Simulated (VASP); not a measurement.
Input of a VASP 6.6.1 run:

INCAR

```
PREC = Accurate
ENCUT = 520
EDIFF = 1E-7
ISMEAR = 0
SIGMA = 0.1
LREAL = False
LASPH = True
NELM = 100
ALGO = Normal
ISIF = 3
LWAVE = False
LCHARG = False
GGA = PS
IBRION = 2
NSW = 80
EDIFFG = -0.002
PSTRESS = 300.0
```

The input KPOINTS:

```
Automatic mesh
0
Gamma
  4 4 4
```

POSCAR

```
Hf                                      
1.0
   -1.6363358916      1.6363358916      1.6363358916
    1.6363358916     -1.6363358916      1.6363358916
    1.6363358916      1.6363358916     -1.6363358916
  Hf            
     1
Direct
     0.0000000000000000    0.0000000000000000    0.0000000000000000
```

Potentials or basis: VASP PAW PBE potentials, release 64 (Hf_pv).

Launch:

```bash
$ cat potpaw_PBE.64/Hf_pv/POTCAR > POTCAR
$ mpirun -np 1 vasp_std > vasp.out
```

Task: Predict the band gap on the k mesh.

Result: None (metal or under the smearing width).

Final structure:
```
CELL_PARAMETERS angstrom
-1.63634 1.63634 1.63634
1.63634 -1.63634 1.63634
1.63634 1.63634 -1.63634
ATOMIC_POSITIONS crystal
Hf 0.00000 0.00000 0.00000
```

Caveat: the k mesh is coarse (spacing up to 0.68 Å⁻¹), so the values aren't converged; the relaxation stopped at its first step, so nothing moved. The run has no spin-orbit coupling, so splittings on Hf are missing.
